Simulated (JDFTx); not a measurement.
BN:

```
CELL_PARAMETERS angstrom
0.00000 1.81300 1.81300
1.81300 0.00000 1.81300
1.81300 1.81300 0.00000
ATOMIC_POSITIONS crystal
N 0.25000 0.25000 0.25000
B 0.00000 0.00000 0.00000
```

The cell is a database's computed one.

```yaml
Program: JDFTx 1.7.0 (patched build)
Task: single point
Functional: PBE
Potentials_or_basis: PseudoDojo-SR-PBE-0.5-standard
Cutoff: 1143 eV
Density_cutoff: 4572 eV
k_mesh: 13 × 13 × 13
Occupations: fermi-dirac, width 0.05 eV
Spin: no spin polarisation
```

On this cell: pressure -0.8 GPa; band gap on the k mesh 4.60 eV, indirect (least direct gap 8.83 eV).

The same run follows on a disturbed copy (atoms moved at random, drawn with an rms of 0.05 Å):

```
N B
1.0
     0.00000    1.81300    1.81300
     1.81300    0.00000    1.81300
     1.81300    1.81300    0.00000
N B
1 1
Direct
  0.26768 0.26067 0.22873
  0.97937 0.02168 0.00165
```

Question: What does the disturbed cell give?

Answer: The energy moves by +45.5 meV/atom; pressure 1.4 GPa; band gap on the k mesh 3.96 eV, indirect (least direct gap 7.84 eV).

Stress tensor (GPa, compression positive):
```
 1.25 -2.07 -2.49
-2.07  1.64  2.08
-2.49  2.08  1.41
```

Caveats: an odd mesh through Γ misses points on the zone boundary, where band edges often lie; the empty levels aren't tightly converged (some runs).
